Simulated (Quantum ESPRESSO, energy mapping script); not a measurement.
# Spin model of MnS (Browneite) from collinear orders, part 2 of 3

Wanted: the magnetic order of MnS (Browneite), its couplings and an estimate of its ordering temperature, by PBE+U (5 eV), QE, GBRV.

PBE with U = 5 eV on Mn d, ortho-atomic projectors; plane waves, U on orthogonalised atomic orbitals unless named otherwise, collinear spin, no spin–orbit coupling.

So far. Step 3 (Run 2 (compensated +−; cell A, 4 atoms)): The run ends antiferromagnetic, 81.70 meV a magnetic atom below the parallel order of its cell. Step 4 (Parallel start in cell B (4 atoms)): The run ends ferromagnetic. For each magnetic atom its energy differs from the parallel run of the first cell by -0.99 meV, an error that one common reference would have brought in.

### Step 5. Run 4 (compensated +−; cell B, 4 atoms)

Level of this step: PBE with U = 5 eV on Mn d, ortho-atomic projectors, GBRV potentials (Quantum ESPRESSO).

This order reverses 6 of the 12 neighbours at 3.96 Å, 6 of the 6 neighbours at 5.60 Å and 12 of the 24 neighbours at 6.86 Å, counted for an average magnetic atom.

pw.in reads:

```
&control
  calculation = 'scf'
  prefix = 'pw'
  outdir = './tmp/'
  pseudo_dir = './pseudo/'
  verbosity = 'low'
/
&system
  ibrav = 0
  nat = 4
  ntyp = 3
  ecutwfc = 45
  ecutrho = 360
  nbnd = 33
  occupations = 'smearing'
  smearing = 'fd'
  degauss = 0.00367493
  nspin = 2
  starting_magnetization(1) = 0.3000
  starting_magnetization(2) = -0.3000
/
&electrons
  conv_thr = 1.0e-08
  electron_maxstep = 120
  mixing_beta = 0.3
  mixing_mode = 'plain'
/
ATOMIC_SPECIES
  Mn1 54.9380 Mn.upf
  Mn2 54.9380 Mn.upf
  S 32.0600 S.upf
CELL_PARAMETERS angstrom
  0.00000000 -2.80000000 -2.80000000
  -2.80000000 0.00000000 -2.80000000
  2.80000000 2.80000000 -5.60000000
ATOMIC_POSITIONS crystal
  Mn1 0.50000000 0.50000000 0.50000000
  Mn2 0.00000000 0.00000000 0.00000000
  S 0.12500000 0.12500000 0.62500000
  S 0.62500000 0.62500000 0.12500000
K_POINTS automatic
  6 6 6 0 0 0
HUBBARD {ortho-atomic}
U Mn1-3d 5
U Mn2-3d 5
```

The run is started by

```sh
> OMP_NUM_THREADS=1 mpirun -n 4 pw.x -nk 4 -in pw.in > pw.out
```

The program printed:

```text
[banner, memory and clock lines left out]
Program PWSCF v.7.5 starts
[...]
unit-cell volume          =     592.5578 (a.u.)^3
     number of atoms/cell      =            4
[...]
number of electrons       =        42.00
     number of Kohn-Sham states=           33
     kinetic-energy cutoff     =      45.0000  Ry
     charge density cutoff     =     360.0000  Ry
[...]
The total energy is F=E-TS. E is the sum of the following terms:
     one-electron contribution =    -315.44949509 Ry
     hartree contribution      =     168.57681221 Ry
     xc contribution           =     -70.44046554 Ry
     ewald contribution        =    -253.43760863 Ry
     Hubbard energy            =       0.10624477 Ry
     total magnetization       =     0.00 Bohr mag/cell
     absolute magnetization    =     9.80 Bohr mag/cell
     convergence has been achieved in  12 iterations
[key lines of the parts left out:]
!    total energy              =    -470.64451228 Ry
the Fermi energy is     7.6636 ev
```

It took 33 s on 4 MPI ranks of Arm Neoverse V2, shared host; peak memory 0.69 GiB.

The run ends antiferromagnetic, 62.82 meV a magnetic atom below the parallel order of its cell.

### Step 6. Order 5: parallel, cell C of 6 atoms

A new cell needs its own zero of energy.

pw.in reads:

```
&control
  calculation = 'scf'
  prefix = 'pw'
  outdir = './tmp/'
  pseudo_dir = './pseudo/'
  verbosity = 'low'
/
&system
  ibrav = 0
  nat = 6
  ntyp = 2
  ecutwfc = 45
  ecutrho = 360
  nbnd = 54
  occupations = 'smearing'
  smearing = 'fd'
  degauss = 0.00367493
  nspin = 2
  starting_magnetization(1) = 0.3000
/
&electrons
  conv_thr = 1.5e-08
  electron_maxstep = 120
  mixing_beta = 0.3
  mixing_mode = 'plain'
/
ATOMIC_SPECIES
  Mn 54.9380 Mn.upf
  S 32.0600 S.upf
CELL_PARAMETERS angstrom
  0.00000000 -2.80000000 -2.80000000
  -5.60000000 0.00000000 0.00000000
  2.80000000 5.60000000 -2.80000000
ATOMIC_POSITIONS crystal
  Mn 0.66666667 0.66666667 0.33333333
  Mn 0.33333333 0.33333333 0.66666667
  Mn 0.00000000 0.00000000 0.00000000
  S 0.16666667 0.41666667 0.33333333
  S 0.83333333 0.08333333 0.66666667
  S 0.50000000 0.75000000 0.00000000
K_POINTS automatic
  6 6 6 0 0 0
HUBBARD {ortho-atomic}
U Mn-3d 5
```

The program printed:

```text
[banner, memory and clock lines left out]
Program PWSCF v.7.5 starts
[...]
unit-cell volume          =     888.8366 (a.u.)^3
     number of atoms/cell      =            6
[...]
number of electrons       =        63.00
     number of Kohn-Sham states=           54
     kinetic-energy cutoff     =      45.0000  Ry
     charge density cutoff     =     360.0000  Ry
[...]
The total energy is F=E-TS. E is the sum of the following terms:
     one-electron contribution =    -473.09119937 Ry
     hartree contribution      =     252.84418356 Ry
     xc contribution           =    -105.69228003 Ry
     ewald contribution        =    -380.15641294 Ry
     Hubbard energy            =       0.14270183 Ry
     total magnetization       =    15.00 Bohr mag/cell
     absolute magnetization    =    15.00 Bohr mag/cell
     convergence has been achieved in  10 iterations
[key lines of the parts left out:]
!    total energy              =    -705.95300695 Ry
the Fermi energy is     7.8058 ev
```

Elapsed: 99 s, on 4 MPI ranks; peak memory 1.1 GiB.

The run ends ferromagnetic. For each magnetic atom its energy differs from the parallel run of the first cell by -1.40 meV, an error that one common reference would have brought in.

### Step 7. Order 6: uncompensated ++−, cell C of 6 atoms

This order reverses 6.67 of the 12 neighbours at 3.96 Å, 2.67 of the 6 neighbours at 5.60 Å and 8 of the 24 neighbours at 6.86 Å, counted for an average magnetic atom.

pw.in: that of step 6 with these lines changed.

```diff
@@ -10,6 +10,6 @@
   nat = 6
-  ntyp = 2
+  ntyp = 3
   ecutwfc = 45
   ecutrho = 360
-  nbnd = 54
+  nbnd = 49
   occupations = 'smearing'
@@ -19,2 +19,3 @@
   starting_magnetization(1) = 0.3000
+  starting_magnetization(2) = -0.3000
 /
@@ -27,3 +28,4 @@
 ATOMIC_SPECIES
-  Mn 54.9380 Mn.upf
+  Mn1 54.9380 Mn.upf
+  Mn2 54.9380 Mn.upf
   S 32.0600 S.upf
@@ -34,5 +36,5 @@
 ATOMIC_POSITIONS crystal
-  Mn 0.66666667 0.66666667 0.33333333
-  Mn 0.33333333 0.33333333 0.66666667
-  Mn 0.00000000 0.00000000 0.00000000
+  Mn1 0.66666667 0.66666667 0.33333333
+  Mn1 0.33333333 0.33333333 0.66666667
+  Mn2 0.00000000 0.00000000 0.00000000
   S 0.16666667 0.41666667 0.33333333
@@ -43,2 +45,3 @@
 HUBBARD {ortho-atomic}
-U Mn-3d 5
+U Mn1-3d 5
+U Mn2-3d 5
```

The program printed:

```text
[banner, memory and clock lines left out]
Program PWSCF v.7.5 starts
[...]
unit-cell volume          =     888.8366 (a.u.)^3
     number of atoms/cell      =            6
[...]
number of electrons       =        63.00
     number of Kohn-Sham states=           49
     kinetic-energy cutoff     =      45.0000  Ry
     charge density cutoff     =     360.0000  Ry
[...]
The total energy is F=E-TS. E is the sum of the following terms:
     one-electron contribution =    -473.18703658 Ry
     hartree contribution      =     252.87067370 Ry
     xc contribution           =    -105.65686445 Ry
     ewald contribution        =    -380.15641294 Ry
     Hubbard energy            =       0.16133485 Ry
     total magnetization       =     5.00 Bohr mag/cell
     absolute magnetization    =    14.67 Bohr mag/cell
     convergence has been achieved in  12 iterations
[key lines of the parts left out:]
!    total energy              =    -705.96830542 Ry
the Fermi energy is     7.7742 ev
```

It took 1.8 min on 4 MPI ranks; peak memory 1.2 GiB.

The run ends ferrimagnetic, 69.38 meV a magnetic atom below the parallel order of its cell.

### Step 8. Order 7: parallel, cell D of 6 atoms

A new cell needs its own zero of energy.

This run holds the same structure in another cell (b 5.600 → 3.960 Å, c 6.859 → 9.699 Å, α 114.1 → 90.0°, β 106.8 → 90.0°, γ 90.0 → 120.0°).

pw.in reads:

```
&control
  calculation = 'scf'
  prefix = 'pw'
  outdir = './tmp/'
  pseudo_dir = './pseudo/'
  verbosity = 'low'
/
&system
  ibrav = 0
  nat = 6
  ntyp = 2
  ecutwfc = 45
  ecutrho = 360
  nbnd = 54
  occupations = 'smearing'
  smearing = 'fd'
  degauss = 0.00367493
  nspin = 2
  starting_magnetization(1) = 0.3000
/
&electrons
  conv_thr = 1.5e-08
  electron_maxstep = 120
  mixing_beta = 0.3
  mixing_mode = 'plain'
/
ATOMIC_SPECIES
  Mn 54.9380 Mn.upf
  S 32.0600 S.upf
CELL_PARAMETERS angstrom
  0.00000000 2.80000000 2.80000000
  -2.80000000 0.00000000 -2.80000000
  -5.60000000 -5.60000000 5.60000000
ATOMIC_POSITIONS crystal
  Mn 0.00000000 0.00000000 0.00000000
  Mn 0.33333333 0.66666667 0.66666667
  Mn 0.66666667 0.33333333 0.33333333
  S 0.33333333 0.66666667 0.91666667
  S 0.66666667 0.33333333 0.58333333
  S 0.00000000 0.00000000 0.25000000
K_POINTS automatic
  6 6 3 0 0 0
HUBBARD {ortho-atomic}
U Mn-3d 5
```

The program printed:

```text
[banner, memory and clock lines left out]
Program PWSCF v.7.5 starts
[...]
unit-cell volume          =     888.8366 (a.u.)^3
     number of atoms/cell      =            6
[...]
number of electrons       =        63.00
     number of Kohn-Sham states=           54
     kinetic-energy cutoff     =      45.0000  Ry
     charge density cutoff     =     360.0000  Ry
[...]
The total energy is F=E-TS. E is the sum of the following terms:
     one-electron contribution =    -473.09338681 Ry
     hartree contribution      =     252.84693564 Ry
     xc contribution           =    -105.69274551 Ry
     ewald contribution        =    -380.15641294 Ry
     Hubbard energy            =       0.14269865 Ry
     total magnetization       =    15.00 Bohr mag/cell
     absolute magnetization    =    15.00 Bohr mag/cell
     convergence has been achieved in  11 iterations
[key lines of the parts left out:]
!    total energy              =    -705.95291097 Ry
the Fermi energy is     7.8005 ev
```

Wall time 45 s (4 MPI ranks); peak memory 0.91 GiB; 3 min of CPU time.

The run ends ferromagnetic. For each magnetic atom its energy differs from the parallel run of the first cell by -0.97 meV, an error that one common reference would have brought in.

### Step 9. Run 8 (uncompensated ++−; cell D, 6 atoms)

This order reverses 4 of the 12 neighbours at 3.96 Å, 4 of the 6 neighbours at 5.60 Å and 12 of the 24 neighbours at 6.86 Å, counted for an average magnetic atom.

pw.in: that of step 8 with these lines changed.

```diff
@@ -10,6 +10,6 @@
   nat = 6
-  ntyp = 2
+  ntyp = 3
   ecutwfc = 45
   ecutrho = 360
-  nbnd = 54
+  nbnd = 49
   occupations = 'smearing'
@@ -19,2 +19,3 @@
   starting_magnetization(1) = 0.3000
+  starting_magnetization(2) = -0.3000
 /
@@ -27,3 +28,4 @@
 ATOMIC_SPECIES
-  Mn 54.9380 Mn.upf
+  Mn1 54.9380 Mn.upf
+  Mn2 54.9380 Mn.upf
   S 32.0600 S.upf
@@ -34,5 +36,5 @@
 ATOMIC_POSITIONS crystal
-  Mn 0.00000000 0.00000000 0.00000000
-  Mn 0.33333333 0.66666667 0.66666667
-  Mn 0.66666667 0.33333333 0.33333333
+  Mn1 0.00000000 0.00000000 0.00000000
+  Mn1 0.33333333 0.66666667 0.66666667
+  Mn2 0.66666667 0.33333333 0.33333333
   S 0.33333333 0.66666667 0.91666667
@@ -43,2 +45,3 @@
 HUBBARD {ortho-atomic}
-U Mn-3d 5
+U Mn1-3d 5
+U Mn2-3d 5
```

The program printed:

```text
[banner, memory and clock lines left out]
Program PWSCF v.7.5 starts
[...]
unit-cell volume          =     888.8366 (a.u.)^3
     number of atoms/cell      =            6
[...]
number of electrons       =        63.00
     number of Kohn-Sham states=           49
     kinetic-energy cutoff     =      45.0000  Ry
     charge density cutoff     =     360.0000  Ry
[...]
The total energy is F=E-TS. E is the sum of the following terms:
     one-electron contribution =    -473.14964525 Ry
     hartree contribution      =     252.86029917 Ry
     xc contribution           =    -105.67070652 Ry
     ewald contribution        =    -380.15641294 Ry
     Hubbard energy            =       0.15415558 Ry
     total magnetization       =     5.00 Bohr mag/cell
     absolute magnetization    =    14.78 Bohr mag/cell
     convergence has been achieved in  11 iterations
[key lines of the parts left out:]
!    total energy              =    -705.96230995 Ry
the Fermi energy is     7.7760 ev
```

Wall time 43 s (4 MPI ranks); peak memory 0.95 GiB; 2.8 min of CPU time.

The run ends ferrimagnetic, 42.63 meV a magnetic atom below the parallel order of its cell.

### Step 10. Run 9 (parallel; cell E, 6 atoms)

A new cell needs its own zero of energy.

This run holds the same structure in another cell (c 9.699 → 8.854 Å, α 90.0 → 102.9°, β 90.0 → 102.9°, γ 120.0 → 90.0°).

pw.in reads:

```
&control
  calculation = 'scf'
  prefix = 'pw'
  outdir = './tmp/'
  pseudo_dir = './pseudo/'
  verbosity = 'low'
/
&system
  ibrav = 0
  nat = 6
  ntyp = 2
  ecutwfc = 45
  ecutrho = 360
  nbnd = 54
  occupations = 'smearing'
  smearing = 'fd'
  degauss = 0.00367493
  nspin = 2
  starting_magnetization(1) = 0.3000
/
&electrons
  conv_thr = 1.5e-08
  electron_maxstep = 120
  mixing_beta = 0.3
  mixing_mode = 'plain'
/
ATOMIC_SPECIES
  Mn 54.9380 Mn.upf
  S 32.0600 S.upf
CELL_PARAMETERS angstrom
  0.00000000 2.80000000 2.80000000
  0.00000000 2.80000000 -2.80000000
  -8.40000000 -2.80000000 0.00000000
ATOMIC_POSITIONS crystal
  Mn 0.00000000 0.00000000 0.00000000
  Mn 0.33333333 0.33333333 0.66666667
  Mn 0.66666667 0.66666667 0.33333333
  S 0.41666667 0.91666667 0.83333333
  S 0.75000000 0.25000000 0.50000000
  S 0.08333333 0.58333333 0.16666667
K_POINTS automatic
  6 6 6 0 0 0
HUBBARD {ortho-atomic}
U Mn-3d 5
```

The program printed:

```text
[banner, memory and clock lines left out]
Program PWSCF v.7.5 starts
[...]
unit-cell volume          =     888.8366 (a.u.)^3
     number of atoms/cell      =            6
[...]
number of electrons       =        63.00
     number of Kohn-Sham states=           54
     kinetic-energy cutoff     =      45.0000  Ry
     charge density cutoff     =     360.0000  Ry
[...]
The total energy is F=E-TS. E is the sum of the following terms:
     one-electron contribution =    -473.09154392 Ry
     hartree contribution      =     252.84469111 Ry
     xc contribution           =    -105.69240022 Ry
     ewald contribution        =    -380.15641294 Ry
     Hubbard energy            =       0.14270047 Ry
     total magnetization       =    15.00 Bohr mag/cell
     absolute magnetization    =    15.00 Bohr mag/cell
     convergence has been achieved in  10 iterations
[key lines of the parts left out:]
!    total energy              =    -705.95296550 Ry
the Fermi energy is     7.8064 ev
```

Wall time 61 s (4 MPI ranks); peak memory 1 GiB.

The run ends ferromagnetic. For each magnetic atom its energy differs from the parallel run of the first cell by -1.21 meV, an error that one common reference would have brought in.

[end of part 2 of 3]

[Logs and program files are shortened in this print: banners, set-up blocks, solver, clock and traceback lines can be left out without a mark of their own.]

[Logs are printed without paths, hosts, clocks, repeated set-up lines and the standing remarks that a program may print on its own settings, such as how far it seeks lower states.]

[Hosts, paths, dates, database ids (printed as entryN), source tags and the programs' standing remarks are cut or masked in the printed files.]

[Where a cell is said to come from a database of computed structures, the database is the Materials Project.]
